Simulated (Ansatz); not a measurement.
Computed with DFT r2SCAN, scalar-relativistic, plane waves, PAW (Ansatz). Settings: cutoff 500 eV, Γ-centred meshes no coarser than 0.19 Å⁻¹ for metals and 0.3 Å⁻¹ for insulators (2π included), Gaussian smearing.

Temperature and zero-point effects are left out. Only the structures computed here compete, so a lower one can exist. No run is spin-polarised.

(1) Order these relaxed structures of AlGa3N4 by energy, lowest first, with the energy over the lowest of them.
A.

```xyz
8
Lattice="5.1389 0.0000 0.0000 0.0000 3.1634 0.0000 -0.0037 0.0000 5.4770" Properties=species:S:1:pos:R:3 pbc="T T T"
Al    0.0005    1.5817    3.6548
Ga    2.5640    1.5817    1.8351
Ga    2.5626    0.0000    4.5539
Ga    5.1376    0.0000    0.9102
N     0.6124    1.5817    1.8655
N     0.5999    0.0000    4.5236
N     3.1868    0.0000    0.9102
N     3.2441    1.5817    3.6546
```

B.

```xyz
8
Lattice="4.4653 0.0000 0.0000 0.0000 4.4653 0.0000 0.0000 0.0000 4.4653" Properties=species:S:1:pos:R:3 pbc="T T T"
Al    0.0000    0.0000    0.0000
Ga    2.2327    2.2327    0.0000
Ga    2.2327    0.0000    2.2327
Ga    0.0000    2.2327    2.2327
N     3.3729    3.3729    1.0924
N     3.3729    1.0924    3.3729
N     1.0924    3.3729    3.3729
N     1.0924    1.0924    1.0924
```

## Answers

(1) A (0 meV/atom), B (8 meV/atom).